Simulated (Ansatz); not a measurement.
# ZrO2: straining the crystal, biaxial strain in the a-b plane

An exercise on one series of results from a longer session: the logs are not shown, and one member is left open.

Program: Ansatz 0.2.0. Level of theory: DFT r2SCAN, scalar-relativistic, plane waves, PAW. These are calculated values, not measurements.

2 further runs of the same task are left out: 2 set aside as unsound or not needed.

### Starting point

Symmetry: P4_2/nmc, No. 137, tetragonal system. Conventional cell: a = 3.601 Å, b = 3.601 Å, c = 5.228 Å, α = 90.00°, β = 90.00°, γ = 90.00°. Zr (site symmetry -4m2) has 4 O at 2.07 Å as nearest neighbours. O (site symmetry 2mm) has 2 Zr at 2.07 Å as nearest neighbours.

Coordinates:

```
CELL_PARAMETERS angstrom
3.60135 0.00000 0.00000
0.00000 3.60135 0.00000
0.00000 0.00000 5.22797
ATOMIC_POSITIONS crystal
Zr 0.00000 0.00000 0.00000
Zr 0.50000 0.50000 0.50000
O 0.00000 0.50000 0.30321
O 0.00000 0.50000 0.80321
O 0.50000 0.00000 0.69679
O 0.50000 0.00000 0.19679
```

It goes back to an entry of the Materials Project, which need not be the stable form.

This cell was relaxed beforehand with the same method: volume 11.30 Å³/atom, gap on the mesh 4.62 eV.

Set-up of the first run:

input.yaml

```yaml
crystal:
  lattice:
    - [3.6013519708, 0.0, 0.0]
    - [0.0, 3.6013519708, 0.0]
    - [0.0, 0.0, 5.227968428]
  atoms:
    - { symbol: Zr, position: [0.0, 0.0, 0.0] }
    - { symbol: Zr, position: [0.5, 0.5, 0.5] }
    - { symbol: O, position: [0.0, 0.5, 0.3032141979] }
    - { symbol: O, position: [0.0, 0.5, 0.8032141979] }
    - { symbol: O, position: [0.5, 0.0, 0.6967858021] }
    - { symbol: O, position: [0.5, 0.0, 0.1967858021] }
basis:
  ecutwfc: 500
kpoints:
  mp_grid: { grid: [6, 6, 6] }
hamiltonian:
  xc: r2scan
scf:
  occupations: { method: gaussian, width: 0.02 }
output:
  forces: true
  stress: true
  eigenvalues: true
```

The run is started by

```sh
$ ansatz run input.yaml --threads 1 --pin off --max-ram 2560MiB --backend cpu --events-out ev --progress --plain --runs-dir out
```

Among the steps run: The unstrained reference; Band edges over the zone; The cell strained by -1.5 %; Seeking the band edges at -1.5 %; The cell strained by +1.5 %; Seeking the band edges at +1.5 %; The cell strained by -3.0 %; Seeking the band edges at -3.0 %; Strain +3.0 %; The gap over the whole zone at +3.0 %; At -4.5 %; Seeking the band edges at -4.5 %; At +4.5 %; The gap over the whole zone at +4.5 %.

One of the session's tables, all rows but one given; the rest of the session is left out.

Lengths are those of the vectors of the cell that was run; stresses in GPa:

| strain (%) | ΔE (meV/atom) | a (Å) | b (Å) | c (Å) |
| --- | --- | --- | --- | --- |
| -4.5 | 88.5 | 3.439 | 3.439 | 5.366 |
| -3.0 | 38.5 | 3.493 | 3.493 | 5.309 |
| -1.5 | 9.4 | 3.547 | 3.547 | 5.265 |
| +0.0 | 0.0 | 3.601 | 3.601 | 5.228 |
| +1.5 | 8.9 | 3.655 | 3.655 | 5.198 |
| +3.0 | ? | ? | ? | ? |
| +4.5 | 76.1 | 3.763 | 3.763 | 5.153 |

**Question.** Estimate the row for strain (%) = +3.0.

Worked estimate for «ΔE (meV/atom)». A straight line through the neighbours (1.5, 8.9) and (4.5, 76.1) gives 8.9 + (76.1 − 8.9) × (3.0 − 1.5) / (4.5 − 1.5) = 42.5; a parabola fitted to 3 rows on both sides gives 34.3.

As computed: ΔE (meV/atom): 34.7; a (Å): 3.709; b (Å): 3.709; c (Å): 5.172. In «ΔE (meV/atom)» the line misses by +7.8 and the parabola by -0.4.

ΔE is over the unstrained cell. Stress in GPa, positive in compression, on the Cartesian axes of the input.
